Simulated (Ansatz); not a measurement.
**Zone-centre phonons of ScAl3 at 8 GPa: input and output**

The calculation used Ansatz 0.2.0, DFT PBE, scalar-relativistic, plane waves, PAW.

Launched with:
```bash
ansatz run input.yaml --threads 1 --pin off --max-ram 3072MiB --backend cpu --events-out ev --progress --plain --runs-dir out
```

Input (bare energies are in eV):
```yaml
crystal:
  lattice:
    - [-1.9608841349, 1.9608841349, 4.2768031125]
    - [1.9608841349, -1.9608841349, 4.2768031125]
    - [1.9608841349, 1.9608841349, -4.2768031125]
  atoms:
    - { symbol: Sc, position: [0.0, 0.0, 0.0] }
    - { symbol: Al, position: [0.75, 0.25, 0.5] }
    - { symbol: Al, position: [0.25, 0.75, 0.5] }
    - { symbol: Al, position: [0.5, 0.5, 0.0] }
basis:
  ecutwfc: 420
kpoints:
  mp_grid: { grid: [16, 16, 16] }
hamiltonian:
  xc: pbe
scf:
  occupations: { method: fermi_dirac, width: 0.15 }
output:
  eigenvalues: true
phonons:
  method: dfpt
  eigenvectors: true
```

Results section of the output:
```
--- Phonons (Γ-DFPT): 6 representative perturbations + reference, on 621 of 4096 k-points (Σ response iterations 18) ---
  k mesh reduced under 4 symmetry operations, with k and −k counted as one. Each operation leaves every solved displacement unchanged or reverses it
  ASR residual: 1.040e-3 → 0.000e0 eV/Å²; symmetrization residual: 3.776e-6 eV/Å²
  ASR residual per site (eV/Å²): 1.04e-3 1.91e-5 1.91e-5 5.55e-6
  Γ frequencies (cm⁻¹): 0.00 0.00 0.00 169.30 239.60 239.60 270.04 302.75 302.75 340.46 354.29 354.29
  non-analytic LO–TO correction: not included (Born effective charges unavailable; polar crystals: no LO–TO splitting at Γ)
```

It took 6.7 min on 1 thread of Intel(R) Xeon(R) Platinum 8259CL CPU @ 2.50GHz (Skylake/Cascade Lake), on a shared host, peak memory 2.2 GiB.

In a metal, frequencies and elastic constants depend on the k mesh and the smearing, soft modes and shear constants most. Other phases may be more stable at this pressure.